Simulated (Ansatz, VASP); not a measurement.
**One calculation of Ir, two programs**

INCAR

```
SYSTEM = Ir
PREC     = Accurate       ! precision mode
ENCUT    = 520            ! plane-wave cutoff, eV
EDIFF    = 1E-6           ! SCF threshold, eV
ISMEAR   = -1             ! smearing method
SIGMA    = 0.05           ! smearing width, eV
LREAL    = .FALSE.        ! projectors in reciprocal space
LASPH    = .TRUE.         ! aspherical terms in the spheres
NELM     = 60             ! most SCF steps
ALGO     = Normal         ! electronic algorithm
ISIF     = 2              ! what is computed and relaxed
LWAVE    = .FALSE.        ! write WAVECAR
LCHARG   = .TRUE.         ! write CHGCAR
GGA      = PE             ! functional
LELF     = .TRUE.         ! ELF
LVHAR    = .TRUE.       
NBANDS   = 10             ! bands
```

The input KPOINTS:

```
Automatic mesh
0
G
  15 15 15
  0 0 0
```

The input POSCAR:

```
Ir
1.0
    0.0000000000      1.8937549276      1.8937549276
    1.8937549276      0.0000000000      1.8937549276
    1.8937549276      1.8937549276      0.0000000000
Ir
1
Direct
    0.0000000000      0.0000000000      0.0000000000
```

Input for Ansatz:

```yaml
crystal:
  lattice:
    - [0.0, 1.8937549276, 1.8937549276]
    - [1.8937549276, 0.0, 1.8937549276]
    - [1.8937549276, 1.8937549276, 0.0]
  atoms:
    - { symbol: Ir, position: [0.0, 0.0, 0.0] }
kpoints:
  mp_grid: { grid: [15, 15, 15] }
  band_path:
    path:
      - [0.0, 0.0, 0.0]
      - [0.5, 0.0, 0.5]
      - [0.625, 0.25, 0.625]
      - [0.375, 0.375, 0.75]
      - [0.0, 0.0, 0.0]
      - [0.5, 0.5, 0.5]
      - [0.5, 0.25, 0.75]
      - [0.5, 0.0, 0.5]
    npoints: 5
scf:
  occupations: { method: fermi_dirac, width: 0.05 }
hamiltonian:
  xc: pbe
  pseudopotentials: { kind: all_electron, lapw: { basis_error: 0.0005 } }
output:
  forces: true
  stress: true
  eigenvalues: true
```

Change from the starting cell: volume scaled by 0.96.

Alike in both runs: task single point; functional PBE; k mesh 15 × 15 × 15; occupations fermi-dirac, width 0.05 eV; no spin polarisation.

|  | VASP | Ansatz |
| --- | --- | --- |
| version | VASP 6.6.1 | Ansatz 0.2.0 |
| potentials or method | VASP PAW PBE potentials, release 64 (Ir) | all-electron LAPW, scalar-relativistic |
| plane-wave cutoff (eV) | 520 | see its input |

VASP gave:

* pressure (GPa): 27.5

**Question.** Estimate Ansatz's values.

**Answer.** Pressure (GPa): 26.5.

Ansatz ran all-electron here, so the differences hold the error of VASP's frozen core and of both bases.

Caveats: so large a pressure means that the cell lies far from this level's equilibrium, or that cutoff or potentials fall short (VASP). Spin-orbit coupling is left out, which matters for the levels of Ir.
